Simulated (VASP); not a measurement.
Crystal: Al2O3.

```
Al O
1.0
     4.61378    0.00000    0.00000
     0.00000    9.56328    0.00000
     0.00000    0.00000    3.11986
Al O
4 6
Direct
  0.98298 0.82457 0.00000
  0.01702 0.17543 0.00000
  0.48297 0.67543 0.50000
  0.51702 0.32457 0.50000
  0.50000 0.50000 0.50000
  0.12363 0.75305 0.50000
  0.37637 0.25305 0.00000
  0.62364 0.74695 0.00000
  0.00000 0.00000 0.00000
  0.87636 0.24695 0.50000
```

Measurements of this composition are mostly on another form, of space group No. 167.

Base run:

- Program: VASP 6.6.1
- Functional: r2SCAN
- Potentials or basis: VASP PAW PBE potentials, release 64 (Al, O)
- Cutoff: 520 eV
- k mesh: 5 × 3 × 7
- Occupations: fermi-dirac, width 0.05 eV
- Spin: no spin polarisation

Its results: band gap on the k mesh 4.11 eV, direct; pressure -4.2 GPa; largest force 0.213 eV/Å.

**Question.** After a change of settings the same cell gave: band gap on the k mesh 3.66 eV, direct; pressure 2.0 GPa; largest force 0.208 eV/Å. Which change was it?
A. functional from r2SCAN to PW91
B. functional from r2SCAN to revPBE
C. functional from r2SCAN to AM05

**Answer.** B.

r2SCAN gives the wider gap, since meta-GGAs in the generalised Kohn-Sham scheme recover part of the derivative discontinuity.

Caveats: the PAW data sets were made with another functional, which shifts forces and pressure a little.

Runs at the PBE level aren't shown here.
